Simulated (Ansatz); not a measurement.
EuO in the rocksalt structure

Level of theory: DFT, PBE+U (U_eff = 6 eV on Eu 4f), scalar-relativistic, collinear spin; plane waves to 420 eV with PAW datasets (Ansatz 0.2.0), 10×10×10 k-mesh, Gaussian smearing of 0.05 eV; PAW files: Ansatz's generated set soft_2.

```
CELL_PARAMETERS angstrom
0.00000 2.58828 2.58828
2.58828 0.00000 2.58828
2.58828 2.58828 0.00000
ATOMIC_POSITIONS crystal
Eu 0.50000 0.50000 0.50000
O 0.00000 0.00000 0.00000
```

The start was a prototype's sites filled with these elements; the Crystallography Open Database holds the compound in this structure.

The geometry is fixed. Moments are started on Eu in several ways. q is the propagation vector of an order in a doubled cell, in units of this cell's reciprocal vectors; doubled cells take an equivalent mesh or are counted from a ferromagnetic run in the same cell, unless said otherwise. Energies count from the first row, the state in which the cell was relaxed.

The starts:
- ferromagnetic
- no spin polarisation
- antiparallel, q = (0, 0, 1/2)
- antiparallel, q = (0, 1/2, 1/2)

Q: Which start ends lowest?

A: Lowest: ferromagnetic.

| start | largest typed moment (μB) | ΔE (meV/atom) | gap on the mesh (eV) | P (GPa) | final spin moments (μB) |
| --- | --- | --- | --- | --- | --- |
| ferromagnetic | 7.44* | 0.0 | 0.39 | 0.0 | Eu 6.76; O -0.08 |
| no spin polarisation | 0.00 | 4135.4 | metal | -14.2 | none |
| antiparallel, q = (0, 0, 1/2) | 7.00* | 9.2 | 1.11 | 0.4 | Eu 6.76, -6.76 |
| antiparallel, q = (0, 1/2, 1/2) | 7.00* | 9.8 | 0.91 | 0.3 | Eu 6.75, -6.75 |

A star marks runs that didn't start from the typed moments alone: they went on from the state of an earlier run.

The row without spin polarisation prices the pairing of the open shell's electrons, in one of several fillings that the shell can take under U, not a magnetic ordering energy.

Only orders that fit these small cells were tried, so the real crystal's order may be another.

Hund's first rule gives Eu²⁺ with 7 f electrons 7 unpaired spins, a spin moment of 7 μB; the run has 6.76 μB on Eu (atomic spheres) and 6.98 f electrons on orthogonalised orbitals. The moment is close to the ion's, so in this run the shell is localised and nearly fully polarised.

These numbers lack spin–orbit coupling. Site moments are of spin, integrated over atomic spheres.
